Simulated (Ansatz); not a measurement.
# Si (P-1) in Ansatz: reference runs

Aim: a first look at Si with PBE, on the cell as given.

Everything below comes from runs of Ansatz 0.2.0. Logs are shortened: lines on timing, memory, paths and dates and some standing lists are left out, and cuts for length are marked.

### 1 The cell of the first run

The typed cell holds 1 atom: a = 2.663 Å, b = 2.615 Å, c = 2.488 Å, α = 88.18°, β = 90.31°, γ = 122.18°.

This isn't the form of Si at room conditions, which is diamond.

### 2 Single point, PBE (cell sheared at random, sigma 0.03, atoms nudged by 0.01 Å)

Input file input.yaml:

```yaml
crystal:
  lattice:
    - [2.6622503, -0.03624233, -0.00683095]
    - [-1.36251193, 2.23176068, 0.04189651]
    - [-0.00642903, 0.04181964, 2.48776073]
  atoms:
    - { symbol: Si, position: [0.0, 0.0, 0.0] }
hamiltonian:
  xc: pbe
  pseudopotentials: { kind: paw }
kpoints:
  mp_grid: { grid: [12, 12, 11] }
scf:
  occupations: { method: fermi_dirac, width: 0.05 }
output:
  forces: true
  stress: true
  eigenvalues: true
```

Potentials or basis: Ansatz PAW.

On the command line:

```
$ ansatz run input.yaml --threads 2 --pin off --max-ram 5632MiB --backend cpu --events-out ev --progress --plain --runs-dir out
```

The program printed:

```text
Warning: RAYON_NUM_THREADS=2 ignored (pool sized by the plan → 2); use --threads N
Engine: ansatz 0.2.0, x86_64-unknown-linux-gnu
Pseudopotentials: kind: paw
Pseudopotential: Si, paw, valence charge 4, recommended cutoff 420 eV (normal), Si.paw.azcp
Functional definition: PBE
  parameter kappa = 0.804
  parameter beta = 0.06672455060314922
  exchange = pbe_x(kappa = kappa, mu = beta*pi^2/3)
  correlation = pbe_c(beta = beta)
Crystal: 1 atoms, lattice volume = 14.654 Å³
Basis set: ecut = 420 eV, 285 PW (Γ), exchange–correlation on 36×36×36 points (8 copies of the dense FFT grid, shifted against one another)
Bands: 6, of which v1, the nominal top of the filled ones, is band 2 counted from 1 (1 counted from 0)
Symmetry: 2 space group operations
Space group: P-1 (ITA 2), of the structure as read, at distance tolerance 2.4e-5 Å
k-points: 794 of 1584
Non-local potential: Si, projectors of the file, l = 0: 2, l = 1: 2, l = 2: 2
PAW form: soft (Blöchl's): semilocal exchange-correlation on the pseudo side does not see the compensation charge
PAW one-centre angular grid: Si, 110 points (default); XC on 64 Gauss nodes
Initial density: superposition of atomic densities (neutral atoms: chi_scale 0, normalization atom), corrected by the library's trained network
Initial wavefunctions: pseudopotential atomic-orbital guess
Functional: x = pbe(κ = 0.804, μ = 0.2195149727645171), c = pbe(β = 0.06672455060314922)
SCF iter   1: F=—  HF=-635.499763 eV  |F-HF|=—  |Δ(HF+E_count)|=         —  Δρ=1.72e-3  dr2=3.63e-4  ethr=1.77e-3  ⟨swp⟩=5.5  Hψ=45168  notcnv=0
preconditioner: auto → none  [metal: Δε(μ)=0.038 eV  Ē_g=13.922 eV  σ=0.050 eV  W_gap=0.19  n_scr=0 (ndim 8)  ℏωp=19.4 eV  f_vac=0.000  D(μ)=0.29/eV (n_scr^D=0)]
SCF iter   2: F=—  HF=-635.499727 eV  |F-HF|=—  |Δ(HF+E_count)|=   3.67e-5  Δρ=6.13e-4  dr2=3.28e-5  ethr=9.09e-6  ⟨swp⟩=1.5  Hψ=11563  notcnv=0
SCF iter   3: F=—  HF=-635.499720 eV  |F-HF|=—  |Δ(HF+E_count)|=   6.52e-6  Δρ=1.36e-4  dr2=1.22e-6  ethr=8.20e-7  ⟨swp⟩=1.5  Hψ=5401  notcnv=0
iter 4 did not close the SCF: its close was put off for the readings that it lacked (scf_convergence_deferred on its scf_iter line)
SCF iter   4: F=-635.499721 eV  HF=-635.499721 eV  |F-HF|=1.19e-8  |Δ(HF+E_count)|=   1.09e-6  Δρ=1.26e-5  dr2=2.38e-8  ethr=3.06e-8  ⟨swp⟩=2.0  Hψ=6229  notcnv=0
iter 5 did not close the SCF: its close was put off for the readings that it lacked (scf_convergence_deferred on its scf_iter line)
SCF iter   5: F=-635.499721 eV  HF=-635.499721 eV  |F-HF|=8.88e-10  |Δ(HF+E_count)|=   8.68e-9  Δρ=3.65e-6  dr2=1.93e-9  ethr=5.96e-10  ⟨swp⟩=1.1  Hψ=4804  notcnv=0
SCF iter   6: F=-635.499721 eV  HF=-635.499721 eV  |F-HF|=4.21e-12  |Δ(HF+E_count)|=  7.01e-10  Δρ=2.70e-7  dr2=1.09e-11  ethr=4.83e-11  ⟨swp⟩=1.6  Hψ=14111  notcnv=0
SCF 1 converged in 6 iterations: F = -635.499721 eV  dr2 = 1.09e-11
SCF converged after 6 iterations
Free energy (F): -635.499721 eV
Harris-Foulkes:  -635.499721 eV  (|F-HF|=4.21e-12)
Internal energy: -635.497265 eV  (E = F + TS)
E sigma→0 (E₀):  -635.498493 eV
Entropy (-TS):   -0.002456 eV (-2.456 meV/atom)
Fermi energy:    10.249152 eV
--- Per-component energies (eV) ---
  E_band       = 18.572950
  E_kinetic    = 41.620933
  E_local      = -0.553500  (includes V_loc(G=0)·N_el)
  E_nonlocal   = 25.518020
  E_hartree    = 1.058301
  E_xc         = -56.081160
  E_vxc        = -47.955481  (∫ρ·V_xc dr)
  E_paw        = -512.447234  (= ΣΔE_a)
  E_vpaw       = -2.173636  (= ΣTr[D̂ρ^β])
  E_aug_tail   = 0.000007  (compensation charges beyond the density's cutoff)
  E_ewald      = -134.612632
  E_smearing   = -0.002456  (= −TS)
  E_closure    = 0.000000  (closes the sum)
  Σ components = -635.499721   (vs F -635.499721, Δ=0.00e0)
--- Forces (eV/Å), atoms counted from 1 ---
  atom   1  Si     0.00000000     0.00000000     0.00000000
  max |Σ_I F_I| component: 0.00e0 eV/Å
--- Stress (GPa, compression-positive) ---
        3.906750       2.654082      -0.013072
        2.654082       4.465266      -2.492432
       -0.013072      -2.492432       1.880212
  P = ⅓ Tr σ = 3.4174 GPa (34.174 kbar)
--- Band table (eV; the first three rows and the last of 794) ---
  k-point 0: bands = ["-3.9000", "17.6238", "17.8656", "20.2751", "21.4335", "21.8253"]
  k-point 1: bands = ["-3.7102", "14.3927", "20.4129", "21.0196", "21.5905", "22.0109"]
  k-point 2: bands = ["-3.1437", "11.1843", "20.8539", "21.9937", "22.3822", "23.9081"]
  k-point 793: bands = ["6.7061", "7.0663", "8.8321", "11.8615", "19.8553", "22.9817"]
```

Wall time 2.5 s (2 threads of Intel Xeon Platinum 8375C at 2.90GHz (Ice Lake), shared host); peak memory 0.43 GiB.

What came out:

| Item | Value |
| --- | --- |
| Free energy | -635.4997 eV |
| Pressure | 3.4 GPa |
| Band gap on the k mesh | none (metal or under the smearing width) |

Levels at points of the mesh, in eV from the Fermi level:
```csv
k point,band 1,band 2,band 3,band 4,band 5
"(0.00, 0.00, 0.00)",-14.15,7.37,7.62,10.03,11.18
"(0.00, -0.50, 0.00)",-7.11,-6.66,4.51,6.09,12.79
"(-0.50, 0.00, 0.00)",-7.48,-6.79,5.30,6.61,12.62
"(-0.50, -0.50, 0.00)",-7.97,-6.94,6.30,7.19,12.21
```
